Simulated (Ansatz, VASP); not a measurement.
One calculation of Cs, two programs

```
CELL_PARAMETERS angstrom
5.02120 0.00000 0.00000
0.00000 5.02120 0.00000
0.00000 0.00000 5.02120
ATOMIC_POSITIONS crystal
Cs 0.00000 0.00000 0.00000
```

Alike in both runs: task electric field gradients; functional PBE; k mesh 3 × 3 × 3; occupations fermi-dirac, width 0.05 eV; no spin polarisation.

|  | VASP | Ansatz |
| --- | --- | --- |
| version | VASP 6.6.1 | Ansatz 0.2.0 |
| potentials or method | VASP PAW PBE potentials, release 64 (Cs_sv) | PAW with Ansatz's default frozen-core files, scalar-relativistic |
| plane-wave cutoff (eV) | 520 | 420 |
| valence electrons in the cell | 9 | 9 |

|  | VASP | Ansatz | Ansatz less VASP |
| --- | --- | --- | --- |
| pressure (GPa) | 0.0 | 0.0 | +0.01 |
| Vzz of the field gradient on the site that differs most (V/Å²) | 0.0 | 0.0 | 0.00 |

The functional is the same, so the differences come from potentials, cutoffs and numerics. Ansatz warned: «gradients_without_spin_orbit».

Caveats: the k mesh is coarse (spacing up to 0.42 Å⁻¹), so the values aren't converged. Spin-orbit coupling is left out, which matters for the levels of Cs.
